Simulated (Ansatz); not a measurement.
# BN: the cost of one run

Computed with Ansatz 0.2.0 (DFT r²SCAN, scalar-relativistic, plane waves, PAW (the target; the first runs use scalar-relativistic PBE), unless a step's input says otherwise).

1 further run of the same task is left out (it didn't finish). Runs told in other sessions of the task aren't counted.

## Step 1: The structure to begin with

It takes space group P6_3/mmc (No. 194, hexagonal). The conventional cell has a = 2.512 Å, b = 2.512 Å, c = 6.683 Å, α = 90.00°, β = 90.00°, γ = 120.00°. Around B (site symmetry -6m2) lie 3 N at 1.45 Å. Around N (site symmetry -6m2) lie 3 B at 1.45 Å.

Coordinates:

```xyz
4
Lattice="2.5123 0.0000 0.0000 -1.2562 2.1757 0.0000 0.0000 0.0000 6.6833" Properties=species:S:1:pos:R:3 pbc="T T T"
B     0.0000    1.4505    1.6708
B     1.2562    0.7252    5.0125
N     0.0000    1.4505    5.0125
N     1.2562    0.7252    1.6708
```

## Step 2: Full relaxation (PBE, 10×10×4 mesh)

Contents of input.yaml:

```yaml
crystal:
  lattice:
    - [2.5123106747, 0.0, 0.0]
    - [-1.2561553374, 2.1757248665, 0.0]
    - [0.0, 0.0, 6.6833303951]
  atoms:
    - { symbol: B, position: [0.3333333333, 0.6666666667, 0.25] }
    - { symbol: B, position: [0.6666666667, 0.3333333333, 0.75] }
    - { symbol: "N", position: [0.3333333333, 0.6666666667, 0.75] }
    - { symbol: "N", position: [0.6666666667, 0.3333333333, 0.25] }
basis:
  ecutwfc: 420
  ecutrho_ratio: 4
kpoints:
  mp_grid: { grid: [10, 10, 4] }
hamiltonian:
  xc: pbe
scf:
  occupations: { method: gaussian, width: 0.05 }
output:
  forces: true
  stress: true
  eigenvalues: true
relax:
  f_tol: 0.03
  max_steps: 60
  cell: { stress_tol: 0.3 }
```

Run with:

```
ansatz run input.yaml --threads 4 --pin off --max-ram 7168MiB --backend cpu --events-out ev --progress --plain --runs-dir out
```

What time and memory should one allow on 4 threads of Arm Neoverse V1, shared host?

About 4.5 s, with a peak of 0.32 GiB.
